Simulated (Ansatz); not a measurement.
# KBr: energy along a strain

KBr, Fm-3m, a = 6.585 Å (as given, not relaxed at this level: -1.6 GPa). Ansatz: LDA, PAW, 420 eV, Γ-centred 6×6×6 mesh on 2 atoms, Gaussian smearing 0.05 eV; no spin polarisation. Cell vectors (Å): 0.000 3.292 3.292; 3.292 0.000 3.292; 3.292 3.292 0.000. The cell is strained by x per cent times the pattern (0 0 0 0 1 0) in the order xx yy zz yz xz xy (engineering shears), with fractional coordinates held. y is the free energy over the start, V0 = 35.693 Å³/atom. Symmetry makes y even in x. Points with a strain past 8.5 % were computed too (2) and aren't used here.

| x (%) | y (meV/atom) |
| --- | --- |
| -5.00 | 1.38 |
| 0.00 | 0.00 |
| 1.25 | 0.09 |
| 2.50 | 0.34 |
| 3.75 | 0.77 |
| 6.25 | 2.16 |
| 7.50 | ? |

Q: Fit y = c2 x² + c4 x⁴ to the other rows, get the stiffness along the pattern, and predict the missing energy.

A: Least squares on the rows shown. y = 0.05468 x² + 1.629×10⁻⁵ x⁴. The clamped-ion stiffness p·C·p = 2 × 0.5468 eV × 160.2 / 35.693 Å³ = 4.9 GPa, which is C55 in these axes (C44 of the cubic crystal) (second derivative at the start, which stands under stress). At x = 7.50 the fit asked for gives 3.13 meV/atom. The run gave 3.11 meV/atom, so the fit is 0.02 meV/atom too high, a small miss on the scale of the series.